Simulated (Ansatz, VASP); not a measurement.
HfO2: VASP beside Ansatz

```xyz
3
Lattice="0.0000 2.5575 2.5575 2.8452 0.0000 2.5575 2.8452 2.5575 0.0000" Properties=species:S:1:pos:R:3 pbc="T T T"
Hf    0.0000    0.0000    0.0000
O     1.4226    1.2788    1.2788
O     4.2678    3.8363    3.8363
```

Change from the starting cell: strain +0.1125 x Voigt [1, 0, 0, 0, 0, 0], atoms carried along.

Alike in both runs: task single point; functional PBE; k mesh 8 × 8 × 8; occupations gaussian, width 0.05 eV; no spin polarisation.

|  | VASP | Ansatz |
| --- | --- | --- |
| version | VASP 6.6.1 | Ansatz 0.2.0 |
| potentials or method | VASP PAW PBE potentials, release 64 (Hf_pv, O) | scalar-relativistic, plane waves, PAW |
| plane-wave cutoff (eV) | 520 | 420 |
| valence electrons in the cell | 22 | 38 |

```csv
,VASP,Ansatz,Ansatz less VASP
gap on the k mesh at the Fermi level (eV),2.18,2.20,+0.020
least direct gap on the mesh (eV),2.63,2.65,+0.021
pressure (GPa),-24.6,-22.0,+2.55
largest component of the traceless stress (GPa),28.79,28.45,-0.335
```

The two sets of potentials don't hold the same shells in valence.

Caveats: so large a pressure means that the cell lies far from this level's equilibrium, or that cutoff or potentials fall short (VASP); spin-orbit coupling is left out, which moves the levels of the heavy elements. A k mesh can miss the band edges.
